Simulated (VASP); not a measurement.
# SnS (Pnma) in VASP: a series of runs

Aim: see how the results for SnS move with the level of theory and the settings. Levels: LDA, PBEsol. Tasks: relaxation of cell and atoms.

Program: VASP 6.6.1. These are calculated values, not measurements. Logs are shortened: lines on timing, memory, paths and dates and some standing lists are left out, and cuts for length are marked.

## 1. The crystal as given

It takes space group Pnma (No. 62, orthorhombic). The conventional cell has a = 11.200 Å, b = 3.987 Å, c = 4.334 Å, α = 90.00°, β = 90.00°, γ = 90.00°. Sn (site symmetry m) is surrounded by 3 S at 2.63 to 2.67 Å. S (site symmetry m) has 3 Sn at 2.63 to 2.67 Å as nearest neighbours.

## 2. Relaxation of cell and atoms, LDA

The input, INCAR:

```
SYSTEM = SnS
PREC = Accurate
ENCUT = 600
EDIFF = 1E-6
ISMEAR = 0
SIGMA = 0.03
LREAL = .FALSE.
LASPH = .TRUE.
NELM = 80
ALGO = Normal
ISIF = 3
LWAVE = .FALSE.
LCHARG = .FALSE.
IBRION = 2
NSW = 90
EDIFFG = -0.01
KPAR = 2
```

The input, KPOINTS:

```
regular mesh
0
G
  4 8 6
  0 0 0
```

The input, POSCAR:

```
SnS
1.0
   11.2000000000      0.0000000000      0.0000000000
    0.0000000000      3.9870000000      0.0000000000
    0.0000000000      0.0000000000      4.3340000000
Sn S
4 4
Direct
    0.1194000000      0.2500000000      0.1198000000
    0.3806000000      0.7500000000      0.6198000000
    0.6194000000      0.2500000000      0.3802000000
    0.8806000000      0.7500000000      0.8802000000
    0.8508000000      0.2500000000      0.4793000000
    0.6492000000      0.7500000000      0.9793000000
    0.3508000000      0.2500000000      0.0207000000
    0.1492000000      0.7500000000      0.5207000000
```

Potentials or basis: VASP PAW LDA potentials, release 64 (Sn_d, S).

Command:

```bash
$ cat potpaw_LDA.64/Sn_d/POTCAR potpaw_LDA.64/S/POTCAR > POTCAR
$ mpirun -np 2 vasp_std > vasp.out
```

OUTCAR:

```text
SYSTEM = SnS
   PREC = Accurate
   ENCUT = 600
   EDIFF = 1E-6
   ISMEAR = 0
   LREAL = .FALSE.
   LASPH = .TRUE.
   NELM = 80
   ISIF = 3
   IBRION = 2
   NSW = 90
   EDIFFG = -0.01

 ion  position               nearest neighbor table
   1  0.119  0.250  0.120-   7 2.63   8 2.67   8 2.67   4 3.49   4 3.49
   2  0.381  0.750  0.620-   8 2.63   7 2.67   7 2.67   3 3.49   3 3.49
   3  0.619  0.250  0.380-   5 2.63   6 2.67   6 2.67   2 3.49   2 3.49
   4  0.881  0.750  0.880-   6 2.63   5 2.67   5 2.67   1 3.49   1 3.49
   5  0.851  0.250  0.479-   3 2.63   4 2.67   4 2.67
   6  0.649  0.750  0.979-   4 2.63   3 2.67   3 2.67
   7  0.351  0.250  0.021-   1 2.63   2 2.67   2 2.67
   8  0.149  0.750  0.521-   2 2.63   1 2.67   1 2.67

  LATTYP: Found a simple orthorhombic cell.
 ALAT       =     3.9870000000
 B/A-ratio  =     1.0870328568
 C/A-ratio  =     2.8091296714

  Lattice vectors:

 A1 = (   0.0000000000,   3.9870000000,   0.0000000000)
 A2 = (   0.0000000000,   0.0000000000,   4.3340000000)
 A3 = (  11.2000000000,   0.0000000000,   0.0000000000)

Analysis of symmetry for initial positions (statically):
=====================================================================
 Subroutine PRICEL returns:
 Original cell was already a primitive cell.

 Routine SETGRP: Setting up the symmetry group for a
 simple orthorhombic supercell.

 Subroutine GETGRP returns: Found  8 space group operations
 (whereof  2 operations were pure point group operations)
 out of a pool of  8 trial point group operations.

The static configuration has the point symmetry S_2 .
 The point group associated with its full space group is D_2h.

Analysis of symmetry for dynamics (positions and initial velocities):
=====================================================================
 Subroutine PRICEL returns:
 Original cell was already a primitive cell.

 Routine SETGRP: Setting up the symmetry group for a
 simple orthorhombic supercell.

 Subroutine GETGRP returns: Found  8 space group operations
 (whereof  2 operations were pure point group operations)
 out of a pool of  8 trial point group operations.

The dynamic configuration has the point symmetry S_2 .
 The point group associated with its full space group is D_2h.

 Subroutine INISYM returns: Found  8 space group operations
 (whereof  2 operations are pure point group operations),
 and found     1 'primitive' translations

----------------------------------------------------------------------------------------

                                     Primitive cell

  volume of cell :     193.5322

  direct lattice vectors                    reciprocal lattice vectors
    11.200000000  0.000000000  0.000000000     0.089285714  0.000000000  0.000000000
     0.000000000  3.987000000  0.000000000     0.000000000  0.250815149  0.000000000
     0.000000000  0.000000000  4.334000000     0.000000000  0.000000000  0.230733733

  length of vectors
    11.200000000  3.987000000  4.334000000     0.089285714  0.250815149  0.230733733

  position of ions in fractional coordinates (direct lattice)
     0.119400000  0.250000000  0.119800000
     0.380600000  0.750000000  0.619800000
     0.619400000  0.250000000  0.380200000
     0.880600000  0.750000000  0.880200000
     0.850800000  0.250000000  0.479300000
     0.649200000  0.750000000  0.979300000
     0.350800000  0.250000000  0.020700000
     0.149200000  0.750000000  0.520700000

  ion indices of the primitive-cell ions
   primitive index   ion index
                 1           1
                 2           2
                 3           3
                 4           4
                 5           5
                 6           6
                 7           7
                 8           8

----------------------------------------------------------------------------------------

 KPOINTS: regular mesh

Automatic generation of k-mesh.
 Grid dimensions read from file:
 generate k-points for:    4    8    6

 Generating k-lattice:

  Cartesian coordinates                     Fractional coordinates (reciprocal lattice)
     0.022321429  0.000000000  0.000000000     0.250000000  0.000000000  0.000000000
     0.000000000  0.031351894  0.000000000     0.000000000  0.125000000  0.000000000
     0.000000000  0.000000000  0.038455622     0.000000000  0.000000000  0.166666667

  Length of vectors
     0.022321429  0.031351894  0.038455622

  Shift w.r.t. Gamma in fractional coordinates (k-lattice)
     0.000000000  0.000000000  0.000000000

 Subroutine IBZKPT returns following result:
 ===========================================

 Found     60 irreducible k-points:

 Following reciprocal coordinates:
            Coordinates               Weight
  0.000000  0.000000  0.000000      1.000000
  0.250000  0.000000  0.000000      2.000000
  0.500000  0.000000  0.000000      1.000000
  0.000000  0.125000  0.000000      2.000000
  0.250000  0.125000  0.000000      4.000000
  0.500000  0.125000  0.000000      2.000000
[... 16 lines left out ...]
  0.250000  0.250000  0.166667      8.000000
  0.500000  0.250000  0.166667      4.000000
 [... further k-points ...]
   k-points           NKPTS =     60   k-points in BZ     NKDIM =     60   number of bands    NBANDS=     48
   number of dos      NEDOS =    301   number of ions     NIONS =      8
   total plane-waves  NPLWV = 103680
   dimension x,y,z NGX =    90 NGY =   32 NGZ =   36
   dimension x,y,z NGXF=   180 NGYF=   64 NGZF=   72
   ions per type =               4   4
   NGX,Y,Z   is equivalent  to a cutoff of  13.36, 13.34, 13.81 a.u.
   NGXF,Y,Z  is equivalent  to a cutoff of  26.72, 26.69, 27.62 a.u.
 SYSTEM =  SnS
   PREC   = accura    normal or accurate (medium, high low for compatibility)
   ISTART =      0    job   : 0-new  1-cont  2-samecut
   ICHARG =      2    charge: 1-file 2-atom 10-const
   ISPIN  =      1    spin polarized calculation?
   LNONCOLLINEAR =      F non collinear calculations
   LSORBIT =      F    spin-orbit coupling
   LASPH  =      T    aspherical Exc in radial PAW
   ENCUT  =  600.0 eV  44.10 Ry    6.64 a.u.  22.37  7.96  8.66*2*pi/ulx,y,z
   NELM   =     80;   NELMIN=  2; NELMDL= -5     # of ELM steps
   EDIFF  = 0.1E-05   stopping-criterion for ELM
   LREAL  =      F    real-space projection
   EDIFFG = -.1E-01   stopping-criterion for IOM
   NSW    =     90    number of steps for IOM
   IBRION =      2    ionic relax: 0-MD 1-quasi-New 2-CG
   NFREE  =      1    steps in history (QN), initial steepest desc. (CG)
   ISIF   =      3    stress and relaxation
   ISYM   =      2    0-nonsym 1-usesym 2-fastsym
   POTIM  = 0.5000    time-step for ionic-motion
   TEBEG  =    0.0;   TEEND  =   0.0 temperature during run
   PSTRESS=    0.0 pullay stress
   NELECT =      80.0000    total number of electrons
   NUPDOWN=      -1.0000    fix difference up-down
   EMIN   =  10.00;   EMAX   =-10.00  energy-range for DOS
   EFERMI =   0.00;   METHOD = LEGACY
   ISMEAR =     0;   SIGMA  =   0.03  broadening in eV -4-tet -1-fermi 0-gaus
   EFERMI_NEDOS =   21; number of points for ismear=-14 and -15
   IALGO  =     38    algorithm
   IMIX   =      4    mixing-type and parameters
     AMIX     =   0.40;   BMIX     =  1.00
     AMIX_MAG =   1.60;   BMIX_MAG =  1.00
  volume/ion in A,a.u.               =      24.19       163.25
  Fermi-wavevector in a.u.,A,eV,Ry     =   1.219515  2.304549 20.234810  1.487217
  Thomas-Fermi vector in A             =   2.354764
   LORBIT       =      0    0 simple, 1 ext, 2 COOP (PROOUT), +10 PAW based schemes
   GGA     = CA    functional components
   LHFCALC =     F    Hartree Fock is set to
   AEXX    =    0.0000 exact exchange contribution
   IVDW    =     0    specifies the selected vdW correction
   LEPSILON=     F    determine dielectric tensor
   LRPA    =     F    only Hartree local field effects (RPA)
 conjugate gradient relaxation of ions
 non-spin polarized calculation
 Gauss-broadening in eV      SIGMA  =   0.03
  energy-cutoff  :      600.00
  volume of cell :      193.53
 maximum number of plane-waves:      6488
 NGX is ok and might be reduce to    90
   NGX = 45   NGY = 15   NGZ = 17

--------------------------------------- Ionic step        1  -------------------------------------------

 number of electron      80.0000006 magnetization

 Free energy of the ion-electron system (eV)
  ---------------------------------------------------
  ext. energy  EPLUGINS =         0.00000000
  ---------------------------------------------------
  free energy    TOTEN  =       -40.41406953 eV

  energy without entropy =      -40.41406953  energy(sigma->0) =      -40.41406953

------------------------ aborting loop because EDIFF is reached ----------------------------------------

  FORCE on cell =-STRESS in cart. coord.  units (eV):
  Direction    XX          YY          ZZ          XY          YZ          ZX
  --------------------------------------------------------------------------------------
  -------------------------------------------------------------------------------------
  Total       -2.6550406     -2.9151340     -2.9194145      0.0000000     -0.0000000      0.0000000
  in kB      -21.9800454    -24.1332575    -24.1686936      0.0000000     -0.0000000      0.0000000
  external PRESSURE =     -23.4273321 kB  Pullay stress =       0.0000000 kB
[... 107 lines left out ...]
  FREE ENERGIE OF THE ION-ELECTRON SYSTEM (eV)
  ---------------------------------------------------
  free  energy   TOTEN  =       -40.4684194696 eV

  energy  without entropy=      -40.4684194696  energy(sigma->0) =      -40.46841947

[... ionic steps 4 to 12 ...]

--------------------------------------- Ionic step       13  -------------------------------------------

 number of electron      79.9999986 magnetization

------------------------ aborting loop because EDIFF is reached ----------------------------------------
[... 79 lines left out ...]
--------------------------------------- Ionic step       15  -------------------------------------------

 number of electron      79.9999982 magnetization

 Free energy of the ion-electron system (eV)
  ---------------------------------------------------
  ext. energy  EPLUGINS =         0.00000000
  ---------------------------------------------------
  free energy    TOTEN  =       -40.50465706 eV

  energy without entropy =      -40.50465706  energy(sigma->0) =      -40.50465706

 E-fermi :   6.9560     XC(G=0): -10.4639

 val. band max:        6.8008374823   @ k =   0.5000   0.0000   0.5000
 cond. band min:       7.4486264809   @ k =   0.0000   0.0000   0.0000
 fundamental gap:      0.6477889986
 Fermi energy:         6.9559590372

 k-point     1 :       0.0000    0.0000    0.0000
  band No.  band energies     occupation
      1     -14.4997      2.00000
      2     -14.4704      2.00000
      3     -14.4670      2.00000
      4     -14.4565      2.00000
      5     -14.4563      2.00000
      6     -14.4526      2.00000
[... 1213 lines left out ...]
     47      10.3833      0.00000
     48      10.3833      0.00000

 [... further k-points ...]

------------------------ aborting loop because EDIFF is reached ----------------------------------------

  FORCE on cell =-STRESS in cart. coord.  units (eV):
  Direction    XX          YY          ZZ          XY          YZ          ZX
  --------------------------------------------------------------------------------------
  -------------------------------------------------------------------------------------
  Total        0.0316175      0.0220674     -0.0178171      0.0000000      0.0000000      0.0000000
  in kB        0.2787343      0.1945424     -0.1570723      0.0000000      0.0000000      0.0000000
  external PRESSURE =       0.1054014 kB  Pullay stress =       0.0000000 kB
[... 23 lines left out ...]
  FREE ENERGIE OF THE ION-ELECTRON SYSTEM (eV)
  ---------------------------------------------------
  free  energy   TOTEN  =       -40.5046570558 eV

  energy  without entropy=      -40.5046570558  energy(sigma->0) =      -40.50465706

 reached required accuracy - stopping structural energy minimisation
```

Wall time 31 min (2 MPI ranks of Intel Xeon Platinum 8559C (Emerald Rapids), shared host); peak memory 0.59 GiB.

What came out:

```
Free energy                            : -40.5047 eV
Relaxed volume                         : 22.72 Å³/atom
Relaxed cell                           : a = 10.960 Å, b = 3.949 Å, c = 4.199 Å, α = 90.00°, β = 90.00°, γ = 90.00°
Space group after relaxing (to 0.05 Å) : Pnma (No. 62)
Energy gained by relaxing              : 11.3 meV/atom
Ionic steps                            : 15
Pressure after relaxing                : 0.0 GPa
Largest force after relaxing           : 0.010 eV/Å
Band gap on the k mesh                 : 0.65 eV, indirect (least direct gap 1.04 eV)
```

Forces in eV/Å, atoms in the order of the input:
```
Sn   0.008  0.000 -0.006
Sn  -0.008  0.000 -0.006
Sn   0.008  0.000  0.006
Sn  -0.008  0.000  0.006
S    0.001  0.000  0.001
S   -0.001  0.000  0.001
S    0.001  0.000 -0.001
S   -0.001  0.000 -0.001
```

The path:
```csv
step,energy change (eV),largest force (eV/Å),pressure (GPa),volume (Å³)
1,0.0000,0.0444,-2.34,193.53
2,-0.0468,0.3207,0.91,183.79
3,-0.0543,0.2171,-0.02,186.35
4,-0.0674,0.1621,-0.02,185.29
5,-0.0834,0.0606,0.04,182.64
6,-0.0837,0.0525,0.10,182.14
7,-0.0881,0.0489,-0.11,181.99
8,-0.0882,0.0442,-0.09,182.01
9,-0.0894,0.0253,0.11,181.50
10,-0.0895,0.0285,0.19,181.31
11,-0.0901,0.0190,0.06,181.66
12,-0.0901,0.0207,0.01,181.74
13,-0.0903,0.0190,-0.01,181.78
14,-0.0905,0.0158,-0.07,181.88
15,-0.0906,0.0097,0.01,181.74
```

Final structure:
```
CELL_PARAMETERS angstrom
10.96010 0.00000 0.00000
0.00000 3.94855 0.00000
0.00000 0.00000 4.19948
ATOMIC_POSITIONS crystal
Sn 0.11713 0.25000 0.11296
Sn 0.38287 0.75000 0.61296
Sn 0.61713 0.25000 0.38704
Sn 0.88287 0.75000 0.88704
S 0.85397 0.25000 0.47214
S 0.64603 0.75000 0.97214
S 0.35397 0.25000 0.02786
S 0.14603 0.75000 0.52786
```

Caveat: spin-orbit coupling is left out, which moves the levels of the heavy elements.

## 3. Relaxation of cell and atoms, LDA

This run uses another cell than the first one, of 22.72 Å³/atom, 0.939 times its volume.

Edit INCAR of step 2 so:

```diff
@@ -3,3 +3,3 @@
 ENCUT = 600
-EDIFF = 1E-6
+EDIFF = 1E-7
 ISMEAR = 0
@@ -15,3 +15,3 @@
 NSW = 90
-EDIFFG = -0.01
+EDIFFG = -0.005
 KPAR = 2
```

KPOINTS is that of step 2.

The input, POSCAR:

```
SnS                                     
1.0
   10.9600978954      0.0000000000      0.0000000000
    0.0000000000      3.9485512464      0.0000000000
    0.0000000000      0.0000000000      4.1994780185
  Sn              S             
     4     4
Direct
     0.1171268378582451    0.2500000000000000    0.1129553441528476
     0.3828731621417549    0.7500000000000000    0.6129553441528477
     0.6171268378582452    0.2500000000000000    0.3870446558471524
     0.8828731621417548    0.7500000000000000    0.8870446558471523
     0.8539653480455417    0.2500000000000000    0.4721416653791105
     0.6460346519544583    0.7500000000000000    0.9721416653791105
     0.3539653480455416    0.2500000000000000    0.0278583346208895
     0.1460346519544582    0.7500000000000000    0.5278583346208895
```

Potentials or basis: VASP PAW LDA potentials, release 64 (Sn_d, S).

Command:

```bash
$ cat potpaw_LDA.64/Sn_d/POTCAR potpaw_LDA.64/S/POTCAR > POTCAR
$ mpirun -np 2 vasp_std > vasp.out
```

It took 40 min on 2 MPI ranks of Intel Xeon Platinum 8559C (Emerald Rapids), shared host; peak memory 0.56 GiB.

It converged, with:

| Property | Result |
| --- | --- |
| Free energy | -40.5044 eV |
| Relaxed volume | 22.69 Å³/atom |
| Relaxed cell | a = 10.971 Å, b = 3.953 Å, c = 4.186 Å, α = 90.00°, β = 90.00°, γ = 90.00° |
| Space group after relaxing (to 0.05 Å) | Pnma (No. 62) |
| Energy gained by relaxing | 0.1 meV/atom |
| Ionic steps | 21 |
| Pressure after relaxing | 0.0 GPa |
| Largest force after relaxing | 0.004 eV/Å |
| Band gap on the k mesh | 0.62 eV, indirect (least direct gap 1.03 eV) |

Forces in eV/Å, atoms in the order of the input:
```
Sn   0.003  0.000  0.000
Sn  -0.003  0.000  0.000
Sn   0.003  0.000  0.000
Sn  -0.003  0.000  0.000
S    0.002  0.000  0.003
S   -0.002  0.000  0.003
S    0.002  0.000 -0.003
S   -0.002  0.000 -0.003
```

Step by step:
```
step  energy change (eV)  largest force (eV/Å)  pressure (GPa)  volume (Å³)
   1              0.0000                0.0108           -0.01       181.74
   2              0.0000                0.0099            0.00       181.71
   3             -0.0001                0.0119            0.05       181.62
   4             -0.0001                0.0115            0.04       181.64
   5             -0.0001                0.0104            0.02       181.69
   6             -0.0002                0.0082           -0.03       181.80
   7             -0.0002                0.0076           -0.04       181.84
   8             -0.0002                0.0073           -0.04       181.83
   9             -0.0003                0.0077           -0.03       181.78
  10             -0.0003                0.0128           -0.01       181.68
  11             -0.0003                0.0101           -0.01       181.72
  12             -0.0003                0.0089            0.00       181.68
  13             -0.0003                0.0059            0.02       181.55
  14             -0.0004                0.0060            0.01       181.57
  15             -0.0004                0.0074           -0.01       181.59
  16             -0.0004                0.0103           -0.04       181.63
  17             -0.0004                0.0085           -0.02       181.61
  18             -0.0004                0.0077            0.00       181.58
  19             -0.0004                0.0079            0.02       181.51
  20             -0.0004                0.0069            0.01       181.52
  21             -0.0005                0.0037            0.00       181.55
```

Final structure:
```
Sn S
1.0
    10.97109    0.00000    0.00000
     0.00000    3.95329    0.00000
     0.00000    0.00000    4.18590
Sn S
4 4
Direct
  0.11759 0.25000 0.10923
  0.38241 0.75000 0.60923
  0.61759 0.25000 0.39077
  0.88241 0.75000 0.89077
  0.85397 0.25000 0.47332
  0.64603 0.75000 0.97332
  0.35397 0.25000 0.02668
  0.14603 0.75000 0.52668
```

Levels at points of the mesh, in eV from the valence-band top:
```tsv
k point	band 38	band 39	band 40	band 41	band 42	band 43
(0.00, 0.00, 0.00)	-1.33	-0.88	-0.75	0.62	2.92	2.97
(0.50, 0.00, 0.00)	-2.34	-0.77	-0.77	2.57	2.57	2.74
(0.00, 0.50, 0.00)	-1.10	-0.79	-0.79	1.01	1.01	1.73
(0.50, 0.50, 0.00)	-1.06	-1.06	-1.06	1.54	1.54	1.54
(0.00, 0.00, 0.50)	-1.00	-0.12	-0.12	1.36	1.36	1.71
(0.50, 0.00, 0.50)	-0.75	0.00	0.00	1.20	1.20	1.76
(0.00, 0.50, 0.50)	-2.70	-1.67	-1.67	2.69	2.69	2.98
(0.50, 0.50, 0.50)	-1.85	-1.85	-1.85	2.47	2.47	2.47
```

Caveat: spin-orbit coupling is left out, which moves the levels of the heavy elements.

[end of part 1 of 2]
